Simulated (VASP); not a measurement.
# H (P2_12_12_1) in VASP: single point with PBEsol

Aim: the single point of H with PBEsol.

All numbers are computed with VASP 6.6.1; they aren't measurements. Logs are shortened: lines on timing, memory, paths and dates and some standing lists are left out, and cuts for length are marked.

**1. The structure**

Symmetry: P2_12_12_1, No. 19, orthorhombic system. Conventional cell: a = 7.177 Å, b = 7.187 Å, c = 7.208 Å, α = 90.00°, β = 90.00°, γ = 90.00°. H (site symmetry 1) has 1 H at 0.74 Å as nearest neighbours. H (site symmetry 1) is surrounded by 1 H at 0.74 Å.

**2. Single point, PBEsol**

The input, INCAR:

```
  PREC = Accurate
  ENCUT = 520
  EDIFF = 1E-6
  ISMEAR = 0
  SIGMA = 0.1
  LREAL = F
  LASPH = T
  NELM = 100
  ALGO = Fast
  ISIF = 2
  LWAVE = F
  LCHARG = F
  GGA = PS
  NBANDS = 14
```

The input, KPOINTS:

```
Automatic mesh
0
Gamma
  4 4 4
```

The input, POSCAR:

```
H
1.0
    7.1772243400      0.0000000000      0.0000000000
    0.0000000000      7.1869279200      0.0000000000
    0.0000000000      0.0000000000      7.2081540300
H
8
Direct
    0.3655326100      0.7217362900      0.6472593300
    0.8655326100      0.7782637100      0.3527406700
    0.6344673900      0.2217362900      0.8527406700
    0.1344673900      0.2782637100      0.1472593300
    0.6445223500      0.1492589600      0.7802707100
    0.1445223500      0.3507410400      0.2197292900
    0.3554776500      0.6492589600      0.7197292900
    0.8554776500      0.8507410400      0.2802707100
```

Potentials or basis: VASP PAW PBE potentials, release 64 (H).

The run is started by

```console
$ cat potpaw_PBE.64/H/POTCAR > POTCAR
$ mpirun -np 1 vasp_std > vasp.out
```

OUTCAR:

```text
PREC = Accurate
   ENCUT = 520
   EDIFF = 1E-6
   ISMEAR = 0
   LREAL = F
   LASPH = T
   NELM = 100
   ISIF = 2
   GGA = PS

 ion  position               nearest neighbor table
   1  0.366  0.722  0.647-   7 0.74
   2  0.866  0.778  0.353-   8 0.74
   3  0.634  0.222  0.853-   5 0.74
   4  0.134  0.278  0.147-   6 0.74
   5  0.645  0.149  0.780-   3 0.74
   6  0.145  0.351  0.220-   4 0.74
   7  0.355  0.649  0.720-   1 0.74
   8  0.855  0.851  0.280-   2 0.74

  LATTYP: Found a simple orthorhombic cell.
 ALAT       =     7.1772243400
 B/A-ratio  =     1.0013519962
 C/A-ratio  =     1.0043094222

  Lattice vectors:

 A1 = (   7.1772243400,   0.0000000000,   0.0000000000)
 A2 = (   0.0000000000,   7.1869279200,   0.0000000000)
 A3 = (   0.0000000000,   0.0000000000,   7.2081540300)

Analysis of symmetry for initial positions (statically):
=====================================================================
 Subroutine PRICEL returns:
 Original cell was already a primitive cell.

 Routine SETGRP: Setting up the symmetry group for a
 simple orthorhombic supercell.

 Subroutine GETGRP returns: Found  4 space group operations
 (whereof  1 operations were pure point group operations)
 out of a pool of  8 trial point group operations.

The static configuration has the point symmetry C_1 .
 The point group associated with its full space group is D_2 .

Analysis of symmetry for dynamics (positions and initial velocities):
=====================================================================
 Subroutine PRICEL returns:
 Original cell was already a primitive cell.

 Routine SETGRP: Setting up the symmetry group for a
 simple orthorhombic supercell.

 Subroutine GETGRP returns: Found  4 space group operations
 (whereof  1 operations were pure point group operations)
 out of a pool of  8 trial point group operations.

The dynamic configuration has the point symmetry C_1 .
 The point group associated with its full space group is D_2 .

 Subroutine INISYM returns: Found  4 space group operations
 (whereof  1 operations are pure point group operations),
 and found     1 'primitive' translations

----------------------------------------------------------------------------------------

                                     Primitive cell

  volume of cell :     371.8124

  direct lattice vectors                    reciprocal lattice vectors
[... 119 lines left out ...]
     AMIX_MAG =   1.60;   BMIX_MAG =  1.00
  volume/ion in A,a.u.               =      46.48       313.64
  Fermi-wavevector in a.u.,A,eV,Ry     =   0.455334  0.860457  2.820885  0.207329
  Thomas-Fermi vector in A             =   1.438862
   LORBIT       =      0    0 simple, 1 ext, 2 COOP (PROOUT), +10 PAW based schemes
   GGA     = PS    functional components
   LHFCALC =     F    Hartree Fock is set to
   AEXX    =    0.0000 exact exchange contribution
   IVDW    =     0    specifies the selected vdW correction
   LEPSILON=     F    determine dielectric tensor
   LRPA    =     F    only Hartree local field effects (RPA)
 non-spin polarized calculation
 RMM-DIIS sequential band-by-band and
 Gauss-broadening in eV      SIGMA  =   0.10
  energy-cutoff  :      520.00
  volume of cell :      371.81
 maximum number of plane-waves:     10060
 NGX is ok and might be reduce to    54
   NGX = 27   NGY = 27   NGZ = 27

 number of electron       7.9999998 magnetization

 Free energy of the ion-electron system (eV)
  ---------------------------------------------------
  ext. energy  EPLUGINS =         0.00000000
  ---------------------------------------------------
  free energy    TOTEN  =       -26.04648725 eV

  energy without entropy =      -26.04648725  energy(sigma->0) =      -26.04648725

 E-fermi :  -9.3321     XC(G=0):  -2.4887

 val. band max:       -9.8337867392   @ k =   0.2500   0.0000   0.0000
 cond. band min:      -0.0744734776   @ k =   0.5000   0.0000   0.5000
 fundamental gap:      9.7593132617
 Fermi energy:        -9.3320808480

 k-point     1 :       0.0000    0.0000    0.0000
  band No.  band energies     occupation
      1      -9.9962      2.00000
      2      -9.8911      2.00000
      3      -9.8485      2.00000
      4      -9.8339      2.00000
      5      -0.0243      0.00000
      6       0.4330      0.00000
      7       0.4960      0.00000
      8       1.2616      0.00000
      9       1.5676      0.00000
     10       1.6692      0.00000
     11       1.7082      0.00000
     12       2.0328      0.00000
     13       3.0782      0.00000
     14       3.4262      0.00000
[... 377 lines left out ...]
      1      -9.9263      2.00000
      2      -9.9263      2.00000
      3      -9.8572      2.00000
      4      -9.8572      2.00000
      5      -0.0176      0.00000
      6      -0.0176      0.00000
      7       0.6188      0.00000
      8       0.6188      0.00000
      9       1.4706      0.00000
     10       1.4706      0.00000
     11       2.0859      0.00000
     12       2.0859      0.00000
     13       3.3103      0.00000
     14       3.3103      0.00000

 [... further k-points ...]

------------------------ aborting loop because EDIFF is reached ----------------------------------------

  FORCE on cell =-STRESS in cart. coord.  units (eV):
  Direction    XX          YY          ZZ          XY          YZ          ZX
  --------------------------------------------------------------------------------------
  -------------------------------------------------------------------------------------
  Total       -0.1122080      0.7491141      0.7606561      0.0000000      0.0000000      0.0000000
  in kB       -0.4835154      3.2280084      3.2777444      0.0000000      0.0000000      0.0000000
  external PRESSURE =       2.0074125 kB  Pullay stress =       0.0000000 kB

 VOLUME and BASIS-vectors are now :
 -----------------------------------------------------------------------------
  energy-cutoff  :      520.00
  volume of cell :      371.81
      direct lattice vectors                 reciprocal lattice vectors
     7.177224340  0.000000000  0.000000000     0.139329628  0.000000000  0.000000000
     0.000000000  7.186927920  0.000000000     0.000000000  0.139141510  0.000000000
     0.000000000  0.000000000  7.208154030     0.000000000  0.000000000  0.138731775

 POSITION                                       TOTAL-FORCE (eV/Angst)
 -----------------------------------------------------------------------------------
      2.62351      5.18707      4.66554         0.059567      0.429089     -0.430936
      6.21212      5.59333      2.54261         0.059567     -0.429089      0.430936
      4.55371      1.59360      6.14669        -0.059567      0.429089      0.430936
      0.96510      1.99986      1.06147        -0.059567     -0.429089     -0.430936
      4.62588      1.07271      5.62431         0.058699     -0.429690     -0.429649
      1.03727      2.52075      1.58384         0.058699      0.429690      0.429649
      2.55134      4.66618      5.18792        -0.058699     -0.429690      0.429649
      6.13996      6.11421      2.02023        -0.058699      0.429690     -0.429649
 -----------------------------------------------------------------------------------
    total drift:                                0.000000      0.000000     -0.000000

  FREE ENERGIE OF THE ION-ELECTRON SYSTEM (eV)
  ---------------------------------------------------
  free  energy   TOTEN  =       -26.0464872456 eV

  energy  without entropy=      -26.0464872456  energy(sigma->0) =      -26.04648725
```

OSZICAR:

```text
N       E                     dE             d eps       ncg     rms          rms(c)
DAV:   1     0.485557355637E+01    0.48556E+01   -0.20928E+03   756   0.334E+02
DAV:   2    -0.261890808235E+02   -0.31045E+02   -0.30648E+02   918   0.776E+01
DAV:   3    -0.286431120810E+02   -0.24540E+01   -0.24517E+01  1020   0.231E+01
DAV:   4    -0.286643107194E+02   -0.21199E-01   -0.21198E-01   864   0.249E+00
DAV:   5    -0.286644705231E+02   -0.15980E-03   -0.15980E-03  1060   0.230E-01    0.881E+00
RMM:   6    -0.269208317812E+02    0.17436E+01   -0.64446E-01   806   0.303E+00    0.487E+00
RMM:   7    -0.260081872767E+02    0.91264E+00   -0.17003E+00  1261   0.526E+00    0.657E-01
RMM:   8    -0.260532150527E+02   -0.45028E-01   -0.50379E-02   853   0.120E+00    0.535E-01
RMM:   9    -0.260443332013E+02    0.88819E-02   -0.22302E-02  1005   0.706E-01    0.538E-02
RMM:  10    -0.260464408696E+02   -0.21077E-02   -0.26663E-03   888   0.325E-01    0.361E-02
RMM:  11    -0.260464958532E+02   -0.54984E-04   -0.30086E-04   985   0.116E-01    0.203E-02
RMM:  12    -0.260464880242E+02    0.78291E-05   -0.52492E-05   893   0.479E-02    0.855E-03
RMM:  13    -0.260464872456E+02    0.77858E-06   -0.89022E-06  1089   0.213E-02
   1 F= -.26046487E+02 E0= -.26046487E+02  d E =-.357790E-12
```

Wall time 2 min (1 thread of Intel Xeon Platinum 8259CL at 2.50GHz (Skylake/Cascade Lake), shared host); peak memory 0.41 GiB.

Results:

* Free energy: -26.0465 eV
* Pressure: 0.2 GPa
* Largest force: 0.611 eV/Å
* Band gap on the k mesh: 9.76 eV, indirect (least direct gap 9.76 eV)

Forces on the atoms (eV/Å):
```
H    0.060  0.429 -0.431
H    0.060 -0.429  0.431
H   -0.060  0.429  0.431
H   -0.060 -0.429 -0.431
H    0.059 -0.430 -0.430
H    0.059  0.430  0.430
H   -0.059 -0.430  0.430
H   -0.059  0.430 -0.430
```

Caveat: the PAW data sets were made with another functional, which shifts forces and pressure a little. A hybrid or GW would open this gap; PBEsol tends to underestimate it.
